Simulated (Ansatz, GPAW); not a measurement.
# The basis that the transmission of N2 in line between two Ge chains needs, part 3 of 3

Aim: T(E), conductance and thermopower of N2 in line between two Ge chains, and what cheaper settings cost in accuracy.

GPAW 26.7.0 and Ansatz 0.2.0; Ansatz plane waves; Landauer transmission by layers, zero bias (the session's first sound run).

So far, transmission at the Fermi level (one spin): step 2 (plane waves, PBE) 1.99; step 3 (GPAW, dzp, PBE, GPAW) 1.99; step 4 (GPAW, szp: basis = "szp(dzp)", PBE, GPAW) 1.96; step 5 (minimal basis, PBE, GPAW) 1.97; step 6 (revPBE in the dzp basis: xc = "revPBE") 2.00.

## (9) Functional revPBE, SCF mesh 1×1×1, mixing 0.02

The functional moves levels against the Fermi level. The SCF mesh sets the Fermi level of the repeated cell. Mixing changes the road to self-consistency, not its end. The mixing history changes the road to self-consistency, not its end.

This step: GPAW LCAO, PAW setups; Landauer transmission from Green's functions with principal layers (ASE), zero bias (GPAW 26.7.0).

Input file run.py:

```python
import json
import numpy as np
from ase import Atoms
from ase.transport.calculators import TransportCalculator
from gpaw import GPAW, FermiDirac
from gpaw.lcao.tools import get_lcao_hamiltonian
from scipy.linalg import eigh

# The junction with lead layers at both ends, along the third cell vector
device = Atoms(
    ['Ge', 'Ge', 'Ge', 'Ge', 'Ge', 'N', 'N', 'Ge', 'Ge', 'Ge', 'Ge', 'Ge'],
    positions=[
        [4.50000, 4.50000, 1.17500],
        [4.50000, 4.50000, 3.52500],
        [4.50000, 4.50000, 5.87500],
        [4.50000, 4.50000, 8.22500],
        [4.50000, 4.50000, 10.57500],
        [4.50000, 4.50000, 12.31730],
        [4.50000, 4.50000, 13.45730],
        [4.50000, 4.50000, 15.19960],
        [4.50000, 4.50000, 17.54960],
        [4.50000, 4.50000, 19.89960],
        [4.50000, 4.50000, 22.24960],
        [4.50000, 4.50000, 24.59960]],
    cell=[[9.0, 0.0, 0.0], [0.0, 9.0, 0.0], [0.0, 0.0, 25.7746]],
    pbc=True)

# One principal layer of the lead: the first 3 atoms of the device
lead = Atoms(
    ['Ge', 'Ge', 'Ge'],
    positions=[
        [4.50000, 4.50000, 1.17500],
        [4.50000, 4.50000, 3.52500],
        [4.50000, 4.50000, 5.87500]],
    cell=[[9.0, 0.0, 0.0], [0.0, 9.0, 0.0], [0.0, 0.0, 7.05]],
    pbc=True)

settings = dict(mode='lcao', basis='dzp', xc='revPBE', h=0.18,
                occupations=FermiDirac(0.1), maxiter=250,
                mixer=dict(beta=0.02, nmaxold=12, weight=100.0),
                convergence=dict(density=0.0001))
energies = np.arange(-2, 2 + 1e-9, 0.05)
eta = 0.0001
n1, n2 = 1, 1
# k and -k transmit alike, so half of the mesh across the current serves
mesh = [(i, j) for i in range(n1) for j in range(n2) if (i, j) <= (-i % n1, -j % n2)]
weights = np.array([1 if (i, j) == (-i % n1, -j % n2) else 2 for i, j in mesh]) / (n1 * n2)

# [... helper functions left out ...]
fermi_lead = ground_state(lead, (1, 1, 16), 'lead.txt')
fermi_device = ground_state(device, (1, 1, 1), 'device.txt')
# [... loop over the mesh left out, but for ...]
        # Shift the lead onto the potential of the device's first layer
        shift = ((H[:, 0, 0] - H0[:, 0, 0]) / S0[0, 0]).real.mean()
# [...]
kT = 8.617333e-5 * 300
bias = [0.1, 0.2, 0.5, 1.0, 1.5, 2.0]
# [... integrals and printing left out ...]
```

Started as:

```sh
OMP_NUM_THREADS=1 OPENBLAS_NUM_THREADS=2 python run.py
```

Run time: 32 s. Hardware: 2 threads of Arm Neoverse V2, shared host; peak memory 1.3 GiB.

The run finished with changed settings (xc = "revPBE", scf_mesh = [1, 1, 1], beta = 0.02 and nmaxold = 12); it serves as a test.

The two runs compared:

```
                                           quantity   this run  sound run  difference
                                   conductance (G₀)     1.9723     1.9928     -0.0205
largest coupling past the next principal layer (eV)   9.823e-6   9.772e-6      5.1e-8
   largest misfit of the first principal layer (eV)   0.054757   0.035925      0.0188
                    shift that aligns the lead (eV)  -0.099981  -0.030576     -0.0694
         transmission at the Fermi level (one spin)     1.9718     1.9933     -0.0215
```

The two runs differ clearly in the shift that aligns the lead: -0.1000 eV against -0.0306 eV.

## (10) Broadening 0.001, grid spacing 0.3

The broadening keeps the Green's functions finite; too large a value absorbs electrons where channels are open and leaks them where none are. The real-space grid carries density and potential; a coarse one breaks translation symmetry along the lead and scatters electrons that should pass.

Changes to run.py since step 9:

```diff
@@ -37,8 +37,8 @@
 
-settings = dict(mode='lcao', basis='dzp', xc='revPBE', h=0.18,
+settings = dict(mode='lcao', basis='dzp', xc='PBE', h=0.3,
                 occupations=FermiDirac(0.1), maxiter=250,
-                mixer=dict(beta=0.02, nmaxold=12, weight=100.0),
+                mixer=dict(beta=0.1, nmaxold=8, weight=100.0),
                 convergence=dict(density=0.0001))
 energies = np.arange(-2, 2 + 1e-9, 0.05)
-eta = 0.0001
+eta = 0.001
 n1, n2 = 1, 1
@@ -50,3 +50,3 @@
 fermi_lead = ground_state(lead, (1, 1, 16), 'lead.txt')
-fermi_device = ground_state(device, (1, 1, 1), 'device.txt')
+fermi_device = ground_state(device, (1, 1, 3), 'device.txt')
 # [... loop over the mesh left out, but for ...]
```

Elapsed: 11 s, on 2 threads; peak memory 0.31 GiB.

The run finished with changed settings (eta = 0.001 and h = 0.3); it serves as a test.

Side by side:

```
                                           quantity   this run  sound run  difference
                                   conductance (G₀)     1.9740     1.9928     -0.0189
largest coupling past the next principal layer (eV)   9.743e-6   9.772e-6     -2.9e-8
   largest misfit of the first principal layer (eV)   0.033843   0.035925    -0.00208
                    shift that aligns the lead (eV)  -0.025149  -0.030576     0.00543
         transmission at the Fermi level (one spin)     1.9744     1.9933     -0.0189
```

## (11) Summary of results

- conductance: 1.99 G₀
- transmission at the Fermi level, mean of the spins: 1.99
- thermopower: about 0 (under 1.5 μV/K)
- open channels of the lead there: 3

In the dzp basis the junction conducts 1.99 G₀ at 300 K, with T = 1.99 a spin at the Fermi level; the sz basis reaches that conductance within 10 %. Plane waves (PBE) give T = 1.99 there. The scatterer reflects about 34 % of the incoming channels at the Fermi level. At the Fermi level the three most open eigenchannels pass 0.96, 0.96 and 0.073. Measured against the first run (pw-pbe), the nearest curve is that of dzp-revPBE (r.m.s. 0.044) and the farthest that of szp (0.15). Over the compared runs wall time goes from 23 s (sz) to 112 s (pw-pbe), on a shared host. The geometry was built from estimated bond lengths and not relaxed, so the numbers describe this model structure. An evenly spaced straight chain is an idealisation: free chains tend to dimerise, zigzag or, where a band edge lies near the Fermi level, turn magnetic. The currents use the zero-bias T(E) throughout, which holds only while the bias is small against the distance to the nearest feature. The energy step is wider than the thermal energy, so the conductance and thermopower rest on interpolation of T(E).

[Logs are printed without paths, hosts, clocks, repeated set-up lines and the standing remarks that a program may print on its own settings, such as how far it seeks lower states.]

[Hosts, paths, dates, database ids (printed as entryN), source tags and the programs' standing remarks are cut or masked in the printed files.]
